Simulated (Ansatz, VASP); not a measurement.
# Two plane-wave programs on Be

File INCAR:

```
SYSTEM = Be
  PREC = Accurate
  ENCUT = 520
  EDIFF = 1E-6
  ISMEAR = -1
  SIGMA = 0.1
  LREAL = .FALSE.
  LASPH = .TRUE.
  NELM = 80
  ALGO = Normal
  ISIF = 2
  LWAVE = .FALSE.
  LCHARG = .FALSE.
  GGA = B5
  ALDAX = 1.0
  AGGAX = 1.0
  AGGAC = 1.0
  ALDAC = 0.0
  NBANDS = 10
```

KPOINTS

```
Automatic mesh
0
G
  12 12 16
  0 0 0
```

POSCAR

```
Be
1.0
    3.6605435793      0.0000000000      0.0000000000
   -1.8302717896      3.1701237314      0.0000000000
    0.0000000000      0.0000000000      2.2629582621
Be
3
Direct
    1.0000000000      0.0000000000      0.0000000000
    0.3333333333      0.6666666667      0.5000000000
    0.6666666667      0.3333333333      0.5000000000
```

Input for Ansatz:

```yaml
crystal:
  lattice:
    - [3.6605435793, 0.0, 0.0]
    - [-1.8302717896, 3.1701237314, 0.0]
    - [0.0, 0.0, 2.2629582621]
  atoms:
    - { symbol: Be, position: [1.0, 0.0, 0.0] }
    - { symbol: Be, position: [0.3333333333, 0.6666666667, 0.5] }
    - { symbol: Be, position: [0.6666666667, 0.3333333333, 0.5] }
hamiltonian:
  xc: blyp
  pseudopotentials:
    kind: paw
    azcp:
      Be: "pseudopotentials/Be.paw.azcp"
basis:
  ecutwfc: 420
  fft_grid_basis: typed
kpoints:
  mp_grid: { grid: [12, 12, 16], shift: [0, 0, 0] }
magnetization:
  spin_polarized: false
scf:
  occupations: { method: fermi_dirac, width: 0.1 }
  lower_state_search: "off"
output:
  stress: true
```

Alike in both runs: task single point; functional BLYP; k mesh 12 × 12 × 16; occupations fermi-dirac, width 0.1 eV; no spin polarisation.

|  | VASP | Ansatz |
| --- | --- | --- |
| version | VASP 6.6.1 | Ansatz 0.2.0 |
| potentials or method | VASP PAW PBE potentials, release 64 (Be) | plane waves (420 eV) with PAW, scalar-relativistic |
| plane-wave cutoff (eV) | 520 | 420 |
| valence electrons in the cell | 6 | 6 |

```csv
,VASP,Ansatz,Ansatz less VASP
pressure (GPa),-7.4,-7.5,-0.07
largest component of the traceless stress (GPa),2.30,2.14,-0.162
```

Caveats: the PAW data sets were made with another functional, which shifts forces and pressure a little (VASP).
